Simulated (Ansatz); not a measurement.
**Cu (Fm-3m), stationary points along a deformation path**

Computed with DFT PBE, scalar-relativistic, plane waves, PAW (Ansatz). The runs took a 420 eV cutoff, a Γ-centred 24×24×24 mesh and Gaussian smearing (0.15 eV). No spin polarisation. Energies are free energies at this smearing, counted from the undisturbed cell; pressure is positive in compression.

Zero of the scan (as given, not relaxed at this level; it stands at 1.8 GPa):

```
Cu
1.0
     0.00000    1.80750    1.80750
     1.80750    0.00000    1.80750
     1.80750    1.80750    0.00000
Cu
1
Direct
  0.00000 0.00000 0.00000
```

At fixed volume and fractional coordinates, lengths along (0.000, 0.000, 1.000) are scaled against those across it; ρ is that ratio over its starting value. V = 11.810 Å³/atom. Δσ is the stress along the axis less the mean stress across it (compression positive).

| ρ | ΔE (meV/atom) | Δσ (GPa) | space group |
| --- | --- | --- | --- |
| 0.650 | 38.2 | 0.48 | I4/mmm |
| 0.707 | 38.3 | 0.00 | Im-3m |
| 0.780 | 34.0 | 2.14 | I4/mmm |
| 0.850 | 21.8 | 3.43 | I4/mmm |
| 0.920 | 8.1 | 3.33 | I4/mmm |
| 0.960 | 2.3 | 2.13 | I4/mmm |
| 1.000 | 0.0 | 0.00 | Fm-3m |
| 1.050 | 3.9 | -3.43 | I4/mmm |
| 1.100 | 16.6 | -7.74 | I4/mmm |
| 1.200 | 70.1 | -18.28 | I4/mmm |
| 1.300 | 166.2 | -31.03 | I4/mmm |
| 1.414 | 327.1 | -47.32 | I4/mmm |
| 1.500 | 482.6 | -60.00 | I4/mmm |

**Question.** How does the stress give the slope of the energy, and where is the energy stationary?

**Answer.** Along the path d ln(length) is 2/3 d ln ρ on the axis and −1/3 d ln ρ across it, so dE/d ln ρ = −(2/3) V Δσ: the energy falls with ρ where Δσ is positive. Δσ vanishes or changes sign at ρ = 0.707 (Im-3m), a stationary point at 38.3 meV/atom; at ρ = 1.000 (Fm-3m), a minimum at 0.0 meV/atom. Pairs of stationary points between two samples would go unseen, and could change a minimum read from distant neighbours into a maximum. At ρ = 0.707, 1.000 the cell is cubic, where symmetry alone makes the stress isotropic and the slope zero.

**Question.** Which shear constant sets the curvature at ρ = 1?

**Answer.** For a cubic crystal E/V = (2/3) C (ln ρ)² with C = C′ = (C11 − C12)/2, so Δσ = −2C ln ρ. The parabola of Δσ against ln ρ through ρ = 0.960, 1 and 1.050 gives C ≈ 30 GPa with the ions clamped, rough because the steps are large. It is the stress–strain coefficient at this cell's pressure of 1.8 GPa, not the zero-pressure constant.

**Question.** Integrate that slope from ρ = 1 to 1.200 by the trapezoid rule.

**Answer.** With V/N in Å³ and 1 eV/Å³ = 160.2 GPa the slopes at ρ = 1.000, 1.050, 1.100, 1.200 are 0, 168, 380, 898 meV/atom per unit of ln ρ. The steps add 4.1 + 12.8 + 55.6 = 72.5 meV/atom, against 70.1 from the energies; the trapezoid rule misses the curvature of the slope within each step.

In a metal these slopes depend on the k mesh and the smearing.